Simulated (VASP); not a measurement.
# ZnSe (Stilleite): equation of state with PBEsol

Crystal: ZnSe (Stilleite).

```
Se Zn
1.0
     0.00000    2.83380    2.83380
     2.83380    0.00000    2.83380
     2.83380    2.83380    0.00000
Se Zn
1 1
Direct
  0.75000 0.75000 0.75000
  0.00000 0.00000 0.00000
```

* Program: VASP 6.6.1
* Task: equation of state
* Functional: PBEsol
* Potentials or basis: VASP PAW PBE potentials, release 64 (Se, Zn)
* Cutoff: 520 eV
* k mesh: 8 × 8 × 8
* Occupations: fermi-dirac, width 0.05 eV
* Spin: no spin polarisation

```json
{
  "Equilibrium volume": "22.44 Å³/atom",
  "Bulk modulus": "65 GPa",
  "Pressure derivative of the bulk modulus": "4.5"
}
```

Energy against volume, from the lowest point:
```tsv
volume (Å³/atom)	energy (meV/atom)
21.391	10.72
21.846	3.19
22.301	0.00
22.757	0.68
23.212	4.84
23.667	12.10
24.122	22.14
```

All runs of the series together: 3.9 min on 1 thread of AMD EPYC 7R43 64-Core Processor (Zen 3) (shared host).

Caveat: the PAW data sets were made with another functional, which shifts forces and pressure a little.
